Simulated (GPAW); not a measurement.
A run of GPAW 26.7.0:

Contents of run.py:

```python
from ase.calculators.mixing import SumCalculator
from ase.eos import EquationOfState
from ase.io import Trajectory, read
from ase.units import GPa
from dftd3.ase import DFTD3
from gpaw import GPAW, PW, setup_paths

setup_paths.insert(0, '.')

atoms = read('POSCAR')

traj = Trajectory('eos.traj', 'w')
volumes, energies = [], []
for x in [0.94, 0.96, 0.98, 1.0, 1.02, 1.04, 1.06]:
    a = atoms.copy()
    a.set_cell(atoms.cell * x**(1 / 3), scale_atoms=True)
    calc = GPAW(mode=PW(600),
                xc='BLYP',
                kpts={'size': (6, 6, 6), 'gamma': True},
                occupations={'name': 'fermi-dirac', 'width': 0.05},
                nbands=18,
                convergence={'density': 1e-05, 'energy': 1e-05},
                eigensolver='davidson',
                maxiter=150,
                txt=f'eos-{x:.2f}.txt')
    a.calc = SumCalculator([calc, DFTD3(method='blyp', damping='d3zero')])
    energies.append(a.get_potential_energy())
    volumes.append(a.get_volume())
    p = -a.get_stress()[:3].mean() / GPa
    calc.write(f'eos-{x:.2f}.gpw')
    traj.write(a)
    print(f'{x:.2f} {volumes[-1]:10.4f} A^3 {energies[-1]:14.6f} eV {p:9.3f} GPa', flush=True)

v0, e0, B = EquationOfState(volumes, energies, eos='birchmurnaghan').fit()
print(f'V0 = {v0:.4f} A^3, E0 = {e0:.6f} eV, B0 = {B / GPa:.2f} GPa')
```

Contents of POSCAR:

```
HgTe
1.0
    0.0000000000      3.2145000000      3.2145000000
    3.2145000000      0.0000000000      3.2145000000
    3.2145000000      3.2145000000      0.0000000000
Hg Te
1 1
Direct
    0.0000000000      0.0000000000      0.0000000000
    0.7500000000      0.7500000000      0.7500000000
```

Potentials or basis: PAW data sets generated in the run's folder for this functional, pw.

Launch:

```bash
$ gpaw-setup -f BLYP Hg Te
$ OMP_NUM_THREADS=1 python run.py
```

Hardware: 1 thread of Arm Neoverse V1, on a shared host.

Task: Estimate the wall time of this run.

Result: Wall time 2 min on 1 thread of Arm Neoverse V1 (shared host), peak memory 0.3 GiB. Counts: scf iterations 89, plane waves 2100, bands 18, k points 16.
